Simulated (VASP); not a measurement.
# Re (Fm-3m) in VASP: notebook

The runs below take Re through single point, relaxation of the atoms, with LDA, PBEsol+D4+U.

Everything below comes from runs of VASP 6.6.1. Logs are shortened: lines on timing, memory, paths and dates and some standing lists are left out, and cuts for length are marked.

## Step 1: Starting point

Symmetry: Fm-3m, No. 225, cubic system. Conventional cell: a = 3.950 Å, b = 3.950 Å, c = 3.950 Å, α = 90.00°, β = 90.00°, γ = 90.00°. Re (site symmetry m-3m) is surrounded by 12 Re at 2.79 Å.

This isn't the form of Re at room conditions, which is hcp.

## Step 2: Single point, LDA

File run.py:

```python
from ase.calculators.vasp import Vasp
from ase.dft.bandgap import bandgap
from ase.io import read

atoms = read('Re.xyz')
calc = Vasp(
    directory='calc',
    xc='lda',
    pp='LDA',
    setups='recommended',
    prec='Accurate',
    encut=520,
    ediff=1e-06,
    ismear=0,
    sigma=0.05,
    lreal=False,
    lasph=True,
    nelm=100,
    algo='Normal',
    isif=2,
    lwave=False,
    lcharg=False,
    kpts=[12, 12, 12],
    gamma=True,
)
atoms.calc = calc

print('energy (eV):', atoms.get_potential_energy())
print('free energy (eV):', atoms.get_potential_energy(force_consistent=True))
print('forces (eV/A):')
print(atoms.get_forces())
print('stress (eV/A^3, Voigt):', atoms.get_stress())
print('Fermi level (eV):', calc.get_fermi_level())
gap, top, bottom = bandgap(calc)
print('band gap (eV):', gap, 'from (spin, k, band)', top, 'to', bottom)
```

File Re.xyz:

```xyz
1
Lattice="0.0000000000 1.9750000000 1.9750000000 1.9750000000 0.0000000000 1.9750000000 1.9750000000 1.9750000000 0.0000000000" Properties=species:S:1:pos:R:3 pbc="T T T"
Re     0.0000000000      0.0000000000      0.0000000000
```

Potentials or basis: VASP PAW LDA potentials, release 64 (Re).

Launch:

```console
$ python run.py
```

Output:

```text
energy (eV): -13.62284462
free energy (eV): -13.62333245
forces (eV/A):
[[-0. -0. -0.]]
stress (eV/A^3, Voigt): [ 0.14420631  0.14420631  0.14420631 -0.         -0.         -0.        ]
Fermi level (eV): 7.50349807
band gap (eV): 0.0 from (spin, k, band) (None, None, None) to (None, None, None)
```

OUTCAR:

```text
ENCUT = 520.000000
   EDIFF = 1.00e-06
   PREC = Accurate
   ISIF = 2
   ISMEAR = 0
   NELM = 100
   LASPH = .TRUE.
   LREAL = .FALSE.

 ion  position               nearest neighbor table
   1  0.000  0.000  0.000-

  LATTYP: Found a face centered cubic cell.
 ALAT       =     3.9500000000

  Lattice vectors:

 A1 = (   0.0000000000,   1.9750000000,   1.9750000000)
 A2 = (   1.9750000000,   0.0000000000,   1.9750000000)
 A3 = (   1.9750000000,   1.9750000000,   0.0000000000)

Analysis of symmetry for initial positions (statically):
=====================================================================
 Subroutine PRICEL returns:
 Original cell was already a primitive cell.

 Routine SETGRP: Setting up the symmetry group for a
 face centered cubic supercell.

 Subroutine GETGRP returns: Found 48 space group operations
 (whereof 48 operations were pure point group operations)
 out of a pool of 48 trial point group operations.

The static configuration has the point symmetry O_h .

Analysis of symmetry for dynamics (positions and initial velocities):
=====================================================================
 Subroutine PRICEL returns:
 Original cell was already a primitive cell.

 Routine SETGRP: Setting up the symmetry group for a
 face centered cubic supercell.

 Subroutine GETGRP returns: Found 48 space group operations
 (whereof 48 operations were pure point group operations)
 out of a pool of 48 trial point group operations.

The dynamic configuration has the point symmetry O_h .

 Subroutine INISYM returns: Found 48 space group operations
 (whereof 48 operations are pure point group operations),
 and found     1 'primitive' translations

----------------------------------------------------------------------------------------

                                     Primitive cell

  volume of cell :      15.4075

  direct lattice vectors                    reciprocal lattice vectors
     0.000000000  1.975000000  1.975000000    -0.253164557  0.253164557  0.253164557
     1.975000000  0.000000000  1.975000000     0.253164557 -0.253164557  0.253164557
     1.975000000  1.975000000  0.000000000     0.253164557  0.253164557 -0.253164557

  length of vectors
     2.793071786  2.793071786  2.793071786     0.438493875  0.438493875  0.438493875

  position of ions in fractional coordinates (direct lattice)
     0.000000000  0.000000000  0.000000000

  ion indices of the primitive-cell ions
   primitive index   ion index
                 1           1

----------------------------------------------------------------------------------------

 KPOINTS: KPOINTS created by Atomic Simulation Env

Automatic generation of k-mesh.
 Grid dimensions read from file:
 generate k-points for:   12   12   12

 Generating k-lattice:

  Cartesian coordinates                     Fractional coordinates (reciprocal lattice)
    -0.021097046  0.021097046  0.021097046     0.083333333  0.000000000  0.000000000
     0.021097046 -0.021097046  0.021097046     0.000000000  0.083333333  0.000000000
     0.021097046  0.021097046 -0.021097046     0.000000000  0.000000000  0.083333333

  Length of vectors
     0.036541156  0.036541156  0.036541156

  Shift w.r.t. Gamma in fractional coordinates (k-lattice)
     0.000000000  0.000000000  0.000000000

 Subroutine IBZKPT returns following result:
 ===========================================

 Found     72 irreducible k-points:

 Following reciprocal coordinates:
            Coordinates               Weight
  0.000000  0.000000  0.000000      1.000000
  0.083333  0.000000  0.000000      8.000000
  0.166667  0.000000  0.000000      8.000000
  0.250000  0.000000  0.000000      8.000000
  0.333333  0.000000  0.000000      8.000000
  0.416667  0.000000  0.000000      8.000000
[... 16 lines left out ...]
  0.500000  0.166667  0.000000     24.000000
 -0.416667  0.166667  0.000000     24.000000
 [... further k-points ...]
   k-points           NKPTS =     72   k-points in BZ     NKDIM =     72   number of bands    NBANDS=      7
   number of dos      NEDOS =    301   number of ions     NIONS =      1
   total plane-waves  NPLWV =  13824
   dimension x,y,z NGX =    24 NGY =   24 NGZ =   24
   dimension x,y,z NGXF=    48 NGYF=   48 NGZF=   48
   ions per type =               1
   NGX,Y,Z   is equivalent  to a cutoff of  14.28, 14.28, 14.28 a.u.
   NGXF,Y,Z  is equivalent  to a cutoff of  28.57, 28.57, 28.57 a.u.
 SYSTEM =  unknown system
   PREC   = accura    normal or accurate (medium, high low for compatibility)
   ISTART =      0    job   : 0-new  1-cont  2-samecut
   ICHARG =      2    charge: 1-file 2-atom 10-const
   ISPIN  =      1    spin polarized calculation?
   LNONCOLLINEAR =      F non collinear calculations
   LSORBIT =      F    spin-orbit coupling
   LASPH  =      T    aspherical Exc in radial PAW
   ENCUT  =  520.0 eV  38.22 Ry    6.18 a.u.   5.19  5.19  5.19*2*pi/ulx,y,z
   NELM   =    100;   NELMIN=  2; NELMDL= -5     # of ELM steps
   EDIFF  = 0.1E-05   stopping-criterion for ELM
   LREAL  =      F    real-space projection
   EDIFFG = 0.1E-04   stopping-criterion for IOM
   NSW    =      0    number of steps for IOM
   IBRION =     -1    ionic relax: 0-MD 1-quasi-New 2-CG
   NFREE  =      0    steps in history (QN), initial steepest desc. (CG)
   ISIF   =      2    stress and relaxation
   ISYM   =      2    0-nonsym 1-usesym 2-fastsym
   POTIM  = 0.5000    time-step for ionic-motion
   TEBEG  =    0.0;   TEEND  =   0.0 temperature during run
   PSTRESS=    0.0 pullay stress
   NELECT =       7.0000    total number of electrons
   NUPDOWN=      -1.0000    fix difference up-down
   EMIN   =  10.00;   EMAX   =-10.00  energy-range for DOS
   EFERMI =   0.00;   METHOD = LEGACY
   ISMEAR =     0;   SIGMA  =   0.05  broadening in eV -4-tet -1-fermi 0-gaus
   EFERMI_NEDOS =   21; number of points for ismear=-14 and -15
   IALGO  =     38    algorithm
   IMIX   =      4    mixing-type and parameters
     AMIX     =   0.40;   BMIX     =  1.00
     AMIX_MAG =   1.60;   BMIX_MAG =  1.00
  volume/ion in A,a.u.               =      15.41       103.97
  Fermi-wavevector in a.u.,A,eV,Ry     =   1.258531  2.378278 21.550255  1.583899
  Thomas-Fermi vector in A             =   2.392135
   LORBIT       =      0    0 simple, 1 ext, 2 COOP (PROOUT), +10 PAW based schemes
   GGA     = CA    functional components
   LHFCALC =     F    Hartree Fock is set to
   AEXX    =    0.0000 exact exchange contribution
   IVDW    =     0    specifies the selected vdW correction
   LEPSILON=     F    determine dielectric tensor
   LRPA    =     F    only Hartree local field effects (RPA)
 non-spin polarized calculation
 Gauss-broadening in eV      SIGMA  =   0.05
  energy-cutoff  :      520.00
  volume of cell :       15.41
 maximum number of plane-waves:       432
 NGX is ok and might be reduce to    24
   NGX = 11   NGY = 11   NGZ = 11

 number of electron       7.0000000 magnetization

 Free energy of the ion-electron system (eV)
  ---------------------------------------------------
  ext. energy  EPLUGINS =         0.00000000
  ---------------------------------------------------
  free energy    TOTEN  =       -13.62333245 eV

  energy without entropy =      -13.62235678  energy(sigma->0) =      -13.62284462

 E-fermi :   7.5035     XC(G=0): -13.5965

 val. band max:        7.4248699909   @ k =  -0.4167   0.2500   0.0000
 cond. band min:       7.5045004565   @ k =  -0.1667   0.2500   0.0833
 fundamental gap:      0.0796304656
 Fermi energy:         7.5034980675

 k-point     1 :       0.0000    0.0000    0.0000
  band No.  band energies     occupation
      1      -2.2000      2.00000
      2       5.7181      2.00000
      3       5.7181      2.00000
      4       5.7181      2.00000
      5       8.6745      0.00000
      6       8.6745      0.00000
      7      21.4705      0.00000

 k-point     2 :       0.0833    0.0000    0.0000
  band No.  band energies     occupation
      1      -1.8951      2.00000
      2       5.5226      2.00000
      3       5.8567      2.00000
      4       5.8567      2.00000
      5       8.5705      0.00000
      6       8.5705      0.00000
      7      22.0487      0.00000

 k-point     3 :       0.1667    0.0000    0.0000
  band No.  band energies     occupation
      1      -1.0578      2.00000
      2       5.1151      2.00000
      3       6.1331      2.00000
      4       6.1331      2.00000
      5       8.4599      0.00000
      6       8.4599      0.00000
      7      22.9674      0.00000

 k-point     4 :       0.2500    0.0000    0.0000
  band No.  band energies     occupation
      1       0.0190      2.00000
      2       4.9502      2.00000
      3       6.1602      2.00000
      4       6.1602      2.00000
      5       8.8328      0.00000
      6       8.8328      0.00000
      7      21.3243      0.00000

 k-point     5 :       0.3333    0.0000    0.0000
  band No.  band energies     occupation
      1       0.7741      2.00000
      2       5.6031      2.00000
      3       5.8917      2.00000
      4       5.8917      2.00000
      5       9.7351      0.00000
      6       9.7351      0.00000
      7      19.6092      0.00000
[... 161 lines left out ...]
 k-point    22 :       0.4167    0.1667    0.0000
  band No.  band energies     occupation
      1       1.7587      2.00000
      2       4.4082      2.00000
      3       5.2764      2.00000
      4       6.8061      2.00000
      5      10.8404      0.00000
      6      10.9673      0.00000
      7      19.2036      0.00000

 k-point    23 :       0.5000    0.1667    0.0000
  band No.  band energies     occupation
      1       1.9142      2.00000
      2       4.4995      2.00000
      3       5.9482      2.00000
      4       6.5318      2.00000
      5      11.1630      0.00000
      6      12.7040      0.00000
      7      16.7399      0.00000

 k-point    24 :      -0.4167    0.1667    0.0000
  band No.  band energies     occupation
      1       1.9961      2.00000
      2       4.5502      2.00000
      3       6.2386      2.00000
      4       6.4024      2.00000
      5      10.5336      0.00000
      6      13.3024      0.00000
      7      16.5865      0.00000

 [... further k-points ...]

------------------------ aborting loop because EDIFF is reached ----------------------------------------

  FORCE on cell =-STRESS in cart. coord.  units (eV):
  Direction    XX          YY          ZZ          XY          YZ          ZX
  --------------------------------------------------------------------------------------
  -------------------------------------------------------------------------------------
  Total       -2.2218533     -2.2218533     -2.2218533      0.0000000     -0.0000000      0.0000000
  in kB     -231.0439862   -231.0439862   -231.0439862      0.0000000     -0.0000000      0.0000000
  external PRESSURE =    -231.0439862 kB  Pullay stress =       0.0000000 kB

 VOLUME and BASIS-vectors are now :
 -----------------------------------------------------------------------------
  energy-cutoff  :      520.00
  volume of cell :       15.41
      direct lattice vectors                 reciprocal lattice vectors
     0.000000000  1.975000000  1.975000000    -0.253164557  0.253164557  0.253164557
     1.975000000  0.000000000  1.975000000     0.253164557 -0.253164557  0.253164557
     1.975000000  1.975000000  0.000000000     0.253164557  0.253164557 -0.253164557

 POSITION                                       TOTAL-FORCE (eV/Angst)
 -----------------------------------------------------------------------------------
      0.00000      0.00000      0.00000        -0.000000     -0.000000     -0.000000
 -----------------------------------------------------------------------------------
    total drift:                               -0.000000      0.000000     -0.000000

  FREE ENERGIE OF THE ION-ELECTRON SYSTEM (eV)
  ---------------------------------------------------
  free  energy   TOTEN  =       -13.6233324515 eV

  energy  without entropy=      -13.6223567809  energy(sigma->0) =      -13.62284462
```

INCAR:

```text
ENCUT = 520.000000
SIGMA = 0.050000
EDIFF = 1.00e-06
ALGO = Normal
PREC = Accurate
ISIF = 2
ISMEAR = 0
NELM = 100
LASPH = .TRUE.
LCHARG = .FALSE.
LWAVE = .FALSE.
LREAL = .FALSE.
```

It took 7.3 s on 1 thread of Intel Xeon Platinum 8488C (Sapphire Rapids), shared host; peak memory 0.13 GiB.

What came out:

* Free energy: -13.6233 eV
* Pressure: -23.1 GPa
* Band gap on the k mesh: none (metal or under the smearing width)

Caveat: so large a pressure means that the cell lies far from this level's equilibrium, or that cutoff or potentials fall short. The run has no spin-orbit coupling, so splittings on Re are missing.

[end of part 1 of 2]
